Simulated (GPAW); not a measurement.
# NiO (Fm-3m) in GPAW: further runs

One crystal, NiO, is run at these levels: PBE; tasks: optical spectrum, energy-loss spectrum.

Program: GPAW 26.7.0. These are calculated values, not measurements. Logs are shortened: lines on timing, memory, paths and dates and some standing lists are left out, and cuts for length are marked. The log counts tension as positive stress, the text compression.

**1. The structure**

It takes space group Fm-3m (No. 225, cubic). Conventional cell: a = 4.172 Å, b = 4.172 Å, c = 4.172 Å, α = 90.00°, β = 90.00°, γ = 90.00°. Ni (site symmetry m-3m) is surrounded by 6 O at 2.09 Å. Around O (site symmetry m-3m) lie 6 Ni at 2.09 Å.

**2. Optical spectrum, PBE, collinear spin, ferromagnetic start**

run.py reads:

```python
from ase.dft.bandgap import bandgap
from ase.io import write
from ase.spacegroup import crystal
from gpaw import GPAW, PW
from gpaw.response.df import DielectricFunction

# Ni 4a
# O 4b
atoms = crystal(['Ni', 'O'],
                basis=[[0.0, 0.0, 0.0],
                       [0.5, 0.0, 0.0]],
                spacegroup=225, setting=1,  # Fm-3m
                cellpar=[4.17180328, 4.17180328, 4.17180328, 90.0, 90.0, 90.0],
                primitive_cell=True)
atoms.set_initial_magnetic_moments([1.0, 0.0])

calc = GPAW(mode=PW(650),
            xc='PBE',
            kpts={'size': (9, 9, 9), 'gamma': True},
            occupations={'name': 'fermi-dirac', 'width': 0.05},
            setups={'Ni': 'v3'},
            nbands=-11,
            convergence={'density': 1e-06},
            maxiter=150,
            txt='gpaw.txt')
atoms.calc = calc
energy = atoms.get_potential_energy()
calc.write('gs.gpw')
write('result.traj', atoms)
print(f'Energy: {energy:.6f} eV')
print('Moments:', calc.get_magnetic_moments().round(3))
print('Fermi level:', round(calc.get_fermi_level(), 4), 'eV')
print(f'Gap: {bandgap(calc)[0]:.4f} eV, direct: {bandgap(calc, direct=True)[0]:.4f} eV')

dense = calc.fixed_density(kpts={'size': (24, 24, 24), 'gamma': True},
                           nbands=50, convergence={'bands': 44},
                           update_fermi_level=True, txt='dense.txt')
dense.write('dense.gpw', mode='all')

df = DielectricFunction('dense.gpw', frequencies={'type': 'nonlinear', 'domega0': 0.05, 'omega2': 10},
                        eta=0.1, ecut=40, nbands=44, rate='eta', txt='df.txt')
for direction in ['x']:
    df.get_dielectric_function(xc='RPA', direction=direction, filename=f'df_{direction}.csv')
```

Potentials or basis: GPAW PAW data sets (gpaw-data 1.2.1), newer versions, pw.

Run with:

```
OMP_NUM_THREADS=1 python run.py
```

gpaw.txt:

```text
__  _  _
 | _ |_)|_||  |
 |__||  | ||/\| - 26.7.0

Input parameters:
  mode=PW(ecut=650.0),
  convergence={'density': 1e-06},
  kpts=MonkhorstPack(size=(9, 9, 9), gamma=True),
  maxiter=150,
  nbands=-11,
  occupations=Occupations(name='fermi-dirac', width=0.05),
  setups={'Ni': 'v3'},
  xc=XC(name='PBE')

Diagonalizing LCAO Hamiltonian
Converting LCAO to pw mode

              O

       Ni

Atoms  # Å, Bohr magnetons
|   | symbol |        x |        y |        z |    initial magnetic moments |
|---|--------|----------|----------|----------|-----------------------------|
| 0 |     Ni | 0.000000 | 0.000000 | 0.000000 | ( 0.0000,  0.0000,  1.0000) |
| 1 |      O | 2.085902 | 2.085902 | 2.085902 | ( 0.0000,  0.0000,  0.0000) |

Unit cell  # Å
| periodic |        x |        y |        z |  lengths |    angles |
|----------|----------|----------|----------|----------|-----------|
|      yes | 0.000000 | 2.085902 | 2.085902 | 2.949910 | 60.000000 |
|      yes | 2.085902 | 0.000000 | 2.085902 | 2.949910 | 60.000000 |
|      yes | 2.085902 | 2.085902 | 0.000000 | 2.949910 | 60.000000 |

Number of symmetries: 48
Symmetry operations  # r_c * U_cc + t_c -> r_c
|    | kind |            matrix            |
|----|------|------------------------------|
|  0 |  σ   |  1, 0, 0,  1, 0,-1,  1,-1, 0 |
|  1 |  C2  |  1, 0, 0,  1,-1, 0,  1, 0,-1 |
|  2 |  E   |  1, 0, 0,  0, 1, 0,  0, 0, 1 |
|  3 |  σ   |  1, 0, 0,  0, 0, 1,  0, 1, 0 |
|  4 |  C4  |  1, 0,-1,  1, 0, 0,  1,-1, 0 |
|  5 |  S6  |  1, 0,-1,  1,-1, 0,  1, 0, 0 |
|  6 |  σ   |  1, 0,-1,  0, 1,-1,  0, 0,-1 |
|  7 |  C3  |  1, 0,-1,  0, 0,-1,  0, 1,-1 |
|  8 |  S6  |  1,-1, 0,  1, 0, 0,  1, 0,-1 |
|  9 |  C4  |  1,-1, 0,  1, 0,-1,  1, 0, 0 |
| 10 |  C3  |  1,-1, 0,  0,-1, 1,  0,-1, 0 |
| 11 |  σ   |  1,-1, 0,  0,-1, 0,  0,-1, 1 |
| 12 |  σ   |  0, 1, 0,  1, 0, 0,  0, 0, 1 |
| 13 |  C4  |  0, 1, 0,  0, 1,-1, -1, 1, 0 |
| 14 |  C3  |  0, 1, 0,  0, 0, 1,  1, 0, 0 |
| 15 |  S6  |  0, 1, 0, -1, 1, 0,  0, 1,-1 |
| 16 |  C2  |  0, 1,-1,  1, 0,-1,  0, 0,-1 |
| 17 |  σ   |  0, 1,-1,  0, 1, 0, -1, 1, 0 |
| 18 |  S4  |  0, 1,-1,  0, 0,-1,  1, 0,-1 |
| 19 |  C4  |  0, 1,-1, -1, 1, 0,  0, 1, 0 |
| 20 |  C3  |  0, 0, 1,  1, 0, 0,  0, 1, 0 |
| 21 |  σ   |  0, 0, 1,  0, 1, 0,  1, 0, 0 |
| 22 |  S6  |  0, 0, 1,  0,-1, 1, -1, 0, 1 |
| 23 |  C4  |  0, 0, 1, -1, 0, 1,  0,-1, 1 |
| 24 |  S4  |  0, 0,-1,  1, 0,-1,  0, 1,-1 |
| 25 |  C3  |  0, 0,-1,  0, 1,-1,  1, 0,-1 |
| 26 |  C2  |  0, 0,-1,  0,-1, 0, -1, 0, 0 |
| 27 |  S6  |  0, 0,-1, -1, 0, 0,  0,-1, 0 |
| 28 |  S4  |  0,-1, 1,  1,-1, 0,  0,-1, 0 |
| 29 |  C4  |  0,-1, 1,  0, 0, 1, -1, 0, 1 |
| 30 |  C2  |  0,-1, 1,  0,-1, 0,  1,-1, 0 |
| 31 |  σ   |  0,-1, 1, -1, 0, 1,  0, 0, 1 |
| 32 |  C3  |  0,-1, 0,  1,-1, 0,  0,-1, 1 |
| 33 |  S6  |  0,-1, 0,  0, 0,-1, -1, 0, 0 |
| 34 |  S4  |  0,-1, 0,  0,-1, 1,  1,-1, 0 |
| 35 |  C2  |  0,-1, 0, -1, 0, 0,  0, 0,-1 |
[... 90 lines left out ...]
    cutoffs:
      filter: 1.17  # [Å]
      core: 0.83  # [Å]
    projectors
    | kind |    occ | energy [eV] | rcut [Å] |
    |------|--------|-------------|----------|
    |   2s |  2.000 |     -23.961 |    0.688 |
    |   2p |  4.000 |      -9.029 |    0.598 |
    |    s |        |       3.251 |    0.688 |
    |    p |        |      18.182 |    0.598 |
    |    d |        |       0.000 |    0.619 |

    Using partial waves for O as LCAO basis

Reference energy: -43416.539643  # eV

eigensolver:
  PPCG
  Converge bands: occupied
  niter=2

density mixing:
  MSR1-Mixer
  Pratt-step length: 0.05
  Maximum mixing coefficient: 0.75
  Old densities: 10
  SVD Regularization: 0.005
  Good broyden scale: 1.0
  Trust region scale: 1.0
  Backstep threshold: 4.0
  History deletion threshold: 6.0
  Fourier metric: weight=20.0, sigma=0.015

occupation numbers:
  Fermi-Dirac:
    width: 0.0500  # eV

poisson solver:
  ecut: 5200.0  # eV

xc functional:
  name: PBE with 2 nearest neighbor stencil

convergence criteria:
- Maximum integral of absolute [dens]ity change: 1e-06 electrons / valence electron
- Maximum [total energy] change in last 3 cyles: 0.0005 eV / valence electron
- Maximum integral of absolute [eigenst]ate change: 4e-08 eV^2 / valence electron
maximum number of iterations: 150

SCF iterations
|iter     | |      energy | eigst |  dens |  magmom |
|---------|-|-------------|-------|-------|---------|
|iter:   1| |  -13.453546 | -0.04 |       |  +1.0005|
|iter:   2| |  -13.354968 | -2.54 | -1.18 |  +0.9947|
|iter:   3| |  -13.170976 | -1.67 | -1.22 |  +0.8988|
|iter:   4| |  -13.174301 | -2.54 | -1.68 |  +0.9083|
|iter:   5| |  -13.155234 | -3.00 | -1.80 |  +0.9045|
|iter:   6| |  -13.170388 | -3.31 | -2.08 |  +0.9527|
|iter:   7| |  -13.181627 | -3.78 | -2.27 |  +1.0776|
|iter:   8| |  -13.176225c| -4.15 | -2.12 |  +1.0352|
|iter:   9| |  -13.210174 | -2.98 | -2.31 |  +1.4858|
|iter:  10| |  -13.170674 | -2.33 | -2.09 |  +2.2611|
|iter:  11| |  -13.218846 | -2.67 | -1.78 |  +1.6692|
|iter:  12| |  -13.219858 | -4.09 | -2.65 |  +1.7891|
|iter:  13| |  -13.219780c| -4.35 | -2.88 |  +1.7110|
|iter:  14| |  -13.220115c| -4.80 | -3.02 |  +1.7642|
|iter:  15| |  -13.220085c| -5.42 | -3.23 |  +1.7371|
|iter:  16| |  -13.220132c| -6.18 | -3.63 |  +1.7486|
|iter:  17| |  -13.220121c| -7.10 | -4.01 |  +1.7444|
|iter:  18| |  -13.220125c| -8.11c| -4.64 |  +1.7457|
|iter:  19| |  -13.220124c| -9.10c| -4.90 |  +1.7453|
|iter:  20| |  -13.220124c| -7.69c| -5.73 |  +1.7452|
|iter:  21| |  -13.220124c| -9.61c| -6.83c|  +1.7452|

Converged in 21 steps
Energy contributions relative to reference atoms: (reference = -43416.539643)

Energy contributions:
  Kinetic:          19.858316
  Coulomb:         -15.993924
  Zero:              0.163900
  External:          0.000000
  Xc:              -17.244193
  Entropy:          -0.008446
  Spinorbit:         0.000000
  ----------------------------
  Free energy:     -13.224347
  Extrapolated:    -13.220124

dipole moment: (-12.275658, -12.275658, -12.275658)  # |e|*Ang

Total magnetic moment: (0.000000, 0.000000, 1.745219)

Local magnetic moments
|        x |        y |        z |
|----------|----------|----------|
| 0.000000 | 0.000000 | 1.445144 |  # Ni   0
| 0.000000 | 0.000000 | 0.206578 |  # O    1

Fermi level: 9.073
Eigenvalues  # (at kpt = [0.000, 0.000, 0.000])
| band index |      eig [eV] | occ [0-1] |      eig [eV] | occ [0-1] |
|------------|---------------|-----------|---------------|-----------|
|          0 |       -95.365 |     1.000 |       -93.543 |     1.000 |
|        ... |               |           |               |           |
|          5 |         5.906 |     1.000 |         6.477 |     1.000 |
|          6 |         5.906 |     1.000 |         6.477 |     1.000 |
|          7 |         5.984 |     1.000 |         6.477 |     1.000 |
|          8 |         5.984 |     1.000 |         7.210 |     1.000 |
|          9 |         5.984 |     1.000 |         7.210 |     1.000 |
|         10 |         6.390 |     1.000 |         7.210 |     1.000 |
[... 8 lines left out ...]
|         19 |        31.190 |     0.000 |        31.675 |     0.000 |
|         20 |        31.190 |     0.000 |        31.675 |     0.000 |
|        ... |               |           |               |           |
|         22 |        34.700 |     0.000 |        35.369 |     0.000 |

No gap
No difference between direct/indirect transitions
# Writing to gs.gpw (mode='')
```

df.txt:

```text
NonLinearFrequencyDescriptor(from 0.000 to 184.602 eV, 428 points)
NonLinearFrequencyDescriptor(from 0.000 to 184.602 eV, 428 points)

Calculating chi0 body with:
    Ground state adapter containing:
    Number of spins: 2
    Number of kpoints: 13824
    Number of irreducible kpoints: 413
    Number of completely occupied states: 9
    Number of partially occupied states: 13

    Linear response parametrization:
    q_c: [0.0, 0.0, 0.0]
    Number of frequency points: 428
[... 43 lines left out ...]
    Number of kpoints: 13824
    Number of irreducible kpoints: 413
    Number of completely occupied states: 9
    Number of partially occupied states: 13

Symmetries of q_c:
    Direct symmetries (Uq -> q): 48
    Indirect symmetries (TUq -> q): 0
In total 48 allowed symmetries.

Integral kind: intraband
Plasma frequency:
[[3.95+0.j 0.  +0.j 0.  +0.j]
 [0.  +0.j 3.95+0.j 0.  +0.j]
 [0.  +0.j 0.  +0.j 3.95+0.j]]

Finished calculating chi0
```

Run time: 21 min. Hardware: 1 thread of Arm Neoverse V1, shared host; peak memory 0.88 GiB.

What came out:

* Free energy: -13.2243 eV
* Band gap on the k mesh: none (metal or under the smearing width)
* Net moment: 1.75 μB per cell
* Site moments: Ni +1.45; O +0.21 μB

Dielectric function (mean over the directions given):
| energy (eV) | real part | imaginary part |
| --- | --- | --- |
| 0.25 | -137.82 | 158.35 |
| 1.15 | -11.02 | 9.46 |
| 2.18 | -0.26 | 3.01 |
| 3.17 | 2.63 | 1.39 |
| 4.16 | 5.98 | 2.95 |
| 5.16 | 3.16 | 5.06 |
| 6.15 | 1.92 | 4.31 |
| 7.12 | 1.34 | 3.33 |
| 8.16 | 1.46 | 2.44 |
| 9.18 | 1.41 | 1.96 |
| 10.06 | 2.26 | 1.60 |
| 11.09 | 2.64 | 2.83 |
| 12.08 | 1.44 | 3.72 |
| 13.00 | 0.60 | 2.79 |
| 14.10 | 0.64 | 2.10 |
| 15.13 | 1.09 | 2.45 |
| 16.21 | 0.96 | 2.40 |
| 17.36 | -0.68 | 2.50 |
| 18.58 | -0.53 | 1.30 |
| 19.87 | 0.10 | 0.95 |

Caveat: the intraband term hangs on this k mesh; the long-wavelength limit can be off by several per cent where d states take part; independent-particle spectra lack excitons; a cell with one magnetic atom can't hold antiferromagnetic order, which such compounds often take; semilocal functionals often make such compounds metallic where correlation or magnetic order opens a gap, which also shifts bond lengths.

(Continued in part 2 of 2.)
